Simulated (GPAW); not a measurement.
# LiCl (Fm-3m): G0W0 with GPAW, start to end, part 2 of 2

Aim: the G0W0 gap of LiCl (Fm-3m) on LDA, step by step.

GPAW 26.7.0; LDA and many-body steps on it, plane waves. Known limits of the many-body steps: not at the basis limit.

So far. Step 3 (Bands along the symmetry lines): The gap is 5.936 eV, −0.005 eV from the run before at this level. Step 4 (Empty states on the mesh, 6×6×6 mesh, 188 bands): On this mesh the gap is 5.941 eV.

**5. Screening and self-energy, 6×6×6 mesh, 178 bands, screening to 175 eV**

Now the one-shot GW correction: screening in the RPA, then the self-energy of the levels asked for.

This step: G0W0 on LDA, plane waves, PAW.

Input file run.py:

```python
import json
import numpy as np
from gpaw.mpi import world
from gpaw.response.g0w0 import G0W0

gw = G0W0('full.gpw',
    filename='gw',
    kpts=[0],
    bands=(2, 6),
    ecut=175,
    nbands=178,
    integrate_gamma='WS',
    ppa=True)
gw.calculate()
res = {mode: {k: v for k, v in r.items() if k != 'sigma_eskwn'}
       for mode, r in gw.all_results.items()}

if world.rank == 0:
    with open('result.json', 'w') as f:
        json.dump(res, f, default=lambda x: x.tolist())
```

Run with:

```console
$ mpirun -n 4 gpaw python run.py
```

Numbers of over 12 decimals in the logs are rounded to 6 here.

Output:

```text
Using integrator: PointIntegrator
FrequencyGridDescriptor(from 0.000+0.000j to 0.000+27.211j eV, 2 points)
Nonperiodic BCs:  [False False False]
Using integrator: PointIntegrator
FrequencyGridDescriptor(from 0.000+0.000j to 0.000+27.211j eV, 2 points)
Nonperiodic BCs:  [False False False]
  ___  _ _ _
 |   || | | |
 | | || | | |
 |__ ||_____|
 |___|

BZ k-points: Symmetries present (total): 48

  [... matrices ...]
216 k-points: 6 x 6 x 6 Monkhorst-Pack grid + [1/12,1/12,1/12]
16 k-points in the irreducible part of the Brillouin zone
       k-points in crystal coordinates                weights
   0:     0.00000000    0.00000000    0.00000000          1/216
   1:     0.16666667    0.16666667    0.00000000          6/216
   2:     0.16666667    0.16666667    0.16666667          8/216
   3:     0.33333333    0.16666667    0.16666667         12/216
   4:     0.33333333    0.33333333   -0.33333333         12/216
   5:     0.33333333    0.33333333    0.00000000          6/216
   6:     0.33333333    0.33333333    0.16666667         24/216
   7:     0.33333333    0.33333333    0.33333333          8/216
   8:     0.50000000    0.33333333   -0.33333333         24/216
   9:     0.50000000    0.33333333   -0.16666667         12/216
          ...
  15:     0.50000000    0.50000000    0.50000000          4/216

Distributing spins, k-points and bands (1 x 1 x 4) over 4 processes
Number of blocks: 1

Quasi particle states:
k-points (IBZ indices): [0]
Band range: (2, 6)
  [... matrices ...]
Computational parameters:
Plane wave cut-off: 175 eV
Number of bands: 178
Coulomb cutoff: None
Broadening: 0.1 eV

fxc modes: GW
Kernel: RPA
Using Godby-Needs plasmon-pole approximation:
  Fitting energy: i*E0, E0 = 1.000 Hartree
Summing all q:

Calculating screened Coulomb potential
No Coulomb truncation
FrequencyGridDescriptor(from 0.000+0.000j to 0.000+27.211j eV, 2 points)
Removing empty qpoint cache files...

Calculating chi0 body with:
    Ground state adapter containing:
    Number of spins: 1
    Number of kpoints: 216
    Number of irreducible kpoints: 16
    Number of completely occupied states: 4
    Number of partially occupied states: 4
    Occupied states memory: 0.565247 M / cpu

    Linear response parametrization:
    q_c: [1.3877787807814457e-17, 1.3877787807814457e-17, 1.3877787807814457e-17]
    Number of frequency points: 2
    Planewave cutoff: 175.0
    Number of bands: 178
    Number of planewaves: 169
    Broadening (eta): 1e-06
    comm.size: 4
    kncomm.size: 4
    blockcomm.size: 1

    Memory estimate of potentially large arrays:
        chi0_wGG: 0.871613 M / cpu
Integrating chi0 body.

Symmetries of q_c:
    Direct symmetries (Uq -> q): 48
    Indirect symmetries (TUq -> q): 0
In total 48 allowed symmetries.

  [... matrices ...]
16 groups of equivalent kpoints. 92.592593% reduction.

Integral kind: response function
Integrating chi0 head and wings.

Symmetries of q_c:
    Direct symmetries (Uq -> q): 48
    Indirect symmetries (TUq -> q): 0
In total 48 allowed symmetries.

  [... matrices ...]
16 groups of equivalent kpoints. 92.592593% reduction.

Integral kind: response function wings

Calculating chi0 body with:
    Ground state adapter containing:
    Number of spins: 1
    Number of kpoints: 216
    Number of irreducible kpoints: 16
    Number of completely occupied states: 4
    Number of partially occupied states: 4
[... the further q-points ...]

Results:
f:      Occupation numbers
eps:     KS-eigenvalues [eV]
vxc:     KS vxc [eV]
exx:     Exact exchange [eV]
sigma:   Self-energies [eV]
dsigma:  Self-energy derivatives
Z:       Renormalization factors
qp:      QP-energies [eV]

k-point 0 (0): (0.000, 0.000, 0.000)                GW
band       f     eps     vxc     exx   sigma  dsigma       Z      qp
                                                                   GW
   2   1.000   0.480 -17.216 -21.225   1.951  -0.243   0.804  -1.176
   3   1.000   0.480 -17.216 -21.225   1.951  -0.243   0.804  -1.175
   4   0.000   6.421 -11.221  -6.404  -3.528  -0.181   0.846   7.512
   5   0.000  12.096 -10.099  -4.495  -3.881  -0.194   0.837  13.539
```

Run time: 1.8 min. Hardware: 4 MPI ranks of Intel Xeon Platinum 8375C at 2.90GHz (Ice Lake), shared host; peak memory 1.1 GiB; 7.1 min of CPU time.

Numbers from this step:

* G0W0 gap on the points computed: 8.687 eV
* least direct G0W0 gap on the computed points: 8.687 eV
* Z at the valence top: 0.8044
* Z at the conduction bottom: 0.8465
* starting gap on the mesh: 5.941 eV
* k of the valence top: 0, 0, 0
* k of the conduction bottom: 0, 0, 0

The gap on the mesh goes from 5.94 eV to 8.69 eV, a correction of +2.75 eV.

Limits: finite bands, cutoff and mesh. v1 is the top filled band, c1 the lowest empty one. The levels before and after the correction (eV, zero at the valence-band top of each column):

```
           conduction bottom  valence top
Kohn-Sham               5.94         0.00
     G0W0               8.69         0.00
```

```
             level  energy (eV)
Kohn-Sham  Γ v2-v1        0.000
Kohn-Sham     Γ c1        5.941
Kohn-Sham     Γ c2       11.616
     G0W0  Γ v2-v1        0.000
     G0W0     Γ c1        8.687
     G0W0     Γ c2       14.715
```

**6. Where the time went**

Times are wall times on 4 MPI ranks of Intel Xeon Platinum 8375C at 2.90GHz (Ice Lake), shared host, good to a factor of about two.

```
                          step     time  share  memory (GiB)
                  ground state    4.8 s    4 %          0.62
bands along the symmetry lines    5.2 s    4 %          0.65
      empty states on the mesh    8.2 s    7 %           1.0
     screening and self-energy  1.8 min   85 %           1.1
```

**7. Summary of results**

```yaml
lda_gap: 5.94 eV, indirect (only 5 meV under the direct gap)
g0w0_gap_on_the_mesh: 8.69 eV
gw_settings: 6×6×6 mesh, 178 bands, screening to 175 eV, Godby-Needs plasmon pole
known_limits: not at the basis limit
```

In words: G0W0 moves the gap on the mesh from 5.94 eV to 8.69 eV (+2.75 eV), with Z of 0.80 and 0.85 at the edges. Only 1 of the mesh's irreducible points was corrected, so a valley elsewhere could overtake. The dearest step here is «screening and self-energy». Bands and cutoff are finite, so the gap is not at the basis limit. The miss can reach some tenths of an eV and take either sign; the mesh is an error of its own. These stock PAW sets were not made for GW. In the G0W0 run levels were corrected at 1 k point alone, so a gap called «on the mesh» is the least over those, and an edge elsewhere would be missed.

[Paths, hosts, dates, memory and timing lines, banners, echoed tables and standing remarks are left out of the program output.]

[Logs are printed without paths, hosts, clocks, repeated set-up lines and the standing remarks that a program may print on its own settings, such as how far it seeks lower states.]

[Runs of the session that timed out or met a known fault of the program may be left out.]

[Hosts, paths, dates, database ids (printed as entryN), source tags and the programs' standing remarks are cut or masked in the printed files.]
